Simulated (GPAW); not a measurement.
Crystal: PtS2.

```xyz
3
Lattice="3.5432 0.0000 0.0000 -1.7716 3.0685 0.0000 0.0000 0.0000 5.0388" Properties=species:S:1:pos:R:3 pbc="T T T"
Pt    0.0000    0.0000    0.0000
S     1.7716    1.0228    3.8950
S     0.0000    2.0457    1.1438
```

Base run:

* Program: GPAW 26.7.0
* Functional: PBE
* Potentials or basis: GPAW PAW data sets (gpaw-data 1.2.1)
* Cutoff: 400 eV
* Basis: pw
* k mesh: 7 × 7 × 4
* Occupations: fermi-dirac, width 0.001 eV
* Spin: no spin polarisation
* Hubbard terms: Pt d U = 6.0 eV

Its results: band gap on the k mesh 0.68 eV, indirect (least direct gap 0.95 eV).

Task: The run is repeated on the same cell with these changes: hubbard terms from Pt d U = 6.0 eV to Pt d U = 8.0 eV. What comes out?

Result: Band gap on the k mesh 0.61 eV, indirect (least direct gap 0.90 eV).

Caveats: with so narrow a direct gap the onset needs a denser k mesh; the long-wavelength limit can be off by several per cent where d states take part; response on these states lacks terms of the Hamiltonian; spin-orbit coupling is left out, which moves the levels of the heavy elements.

A k mesh can miss the band edges.
